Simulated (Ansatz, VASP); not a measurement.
**Two plane-wave programs on V**

```
V
1.0
    -1.42353    1.42353    1.42353
     1.42353   -1.42353    1.42353
     1.42353    1.42353   -1.42353
V
1
Direct
  0.00000 0.00000 0.00000
```

Alike in both runs: task single point; functional LDA; k mesh 25 × 25 × 25; occupations fermi-dirac, width 0.1 eV; no spin polarisation.

|  | VASP | Ansatz |
| --- | --- | --- |
| version | VASP 6.6.1 | Ansatz 0.2.0 |
| potentials or method | VASP PAW LDA potentials, release 64 (V_sv) | plane waves (420 eV) with PAW, scalar-relativistic |
| plane-wave cutoff (eV) | 520 | 420 |
| valence electrons in the cell | 13 | 13 |

VASP gave:

- pressure (GPa): 21.1

**Question.** Estimate Ansatz's values.

**Answer.** Pressure (GPa): 20.3.

Ansatz warned: «pseudo_functional_mismatch».

Caveats: so large a pressure means that the cell lies far from this level's equilibrium, or that cutoff or potentials fall short (VASP).
